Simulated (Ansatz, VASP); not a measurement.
## One calculation of F, two programs

The input INCAR:

```
PREC = Accurate
ENCUT = 520
EDIFF = 1E-6
ISMEAR = 0
SIGMA = 0.05
LREAL = F
LASPH = T
NELM = 60
ALGO = Normal
ISIF = 2
LWAVE = F
LCHARG = T
GGA = PS
LELF = T
LVHAR = T
NBANDS = 22
```

File KPOINTS:

```
regular mesh
0
Gamma
  4 4 2
```

File POSCAR:

```
F
1.0
    3.2121621389     -1.8461396707     -0.2477496550
    3.2121621389      1.8461396707     -0.2477496550
   -2.4153005499      0.0000000000      7.3932836948
F
4
Direct
    0.0848459664      0.0848459664      0.0979998919
    0.9151540336      0.9151540336      0.9020001081
    0.5015719855      0.5015719855      0.5937195244
    0.4984280145      0.4984280145      0.4062804756
```

Input for Ansatz:

```yaml
crystal:
  lattice:
    - [3.2121621389, -1.8461396707, -0.247749655]
    - [3.2121621389, 1.8461396707, -0.247749655]
    - [-2.4153005499, 0.0, 7.3932836948]
  atoms:
    - { symbol: F, position: [0.0848459664, 0.0848459664, 0.0979998919] }
    - { symbol: F, position: [0.9151540336, 0.9151540336, 0.9020001081] }
    - { symbol: F, position: [0.5015719855, 0.5015719855, 0.5937195244] }
    - { symbol: F, position: [0.4984280145, 0.4984280145, 0.4062804756] }
basis:
  ecutwfc: 520.0
kpoints:
  mp_grid: { grid: [4, 4, 2] }
hamiltonian:
  xc: pbesol
scf:
  occupations: { method: gaussian, width: 0.05 }
output:
  forces: true
  stress: true
  eigenvalues: true
```

Alike in both runs: task single point; functional PBEsol; k mesh 4 × 4 × 2; occupations gaussian, width 0.05 eV; no spin polarisation.

|  | VASP | Ansatz |
| --- | --- | --- |
| version | VASP 6.6.1 | Ansatz 0.2.0 |
| potentials or method | VASP PAW PBE potentials, release 64 (F) | scalar-relativistic, plane waves, PAW |
| plane-wave cutoff (eV) | 520 | 520 |
| valence electrons in the cell | 28 | 28 |

```csv
,VASP,Ansatz,Ansatz less VASP
gap on the k mesh at the Fermi level (eV),2.23,2.29,+0.059
least direct gap on the mesh (eV),2.31,2.37,+0.059
pressure (GPa),-4.0,-4.1,-0.12
largest component of the traceless stress (GPa),5.39,6.32,+0.927
rms of the force components (eV/Å),1.090,1.248,+0.1585
```

Atom by atom the forces differ by 0.172 eV/Å (rms over components). With one functional, cell and mesh, what is left measures potentials, basis and numerics.

Caveats: the k mesh is coarse (spacing up to 0.50 Å⁻¹), so the values aren't converged; the PAW data sets were made with another functional, which shifts forces and pressure a little (VASP). A k mesh can miss the band edges.
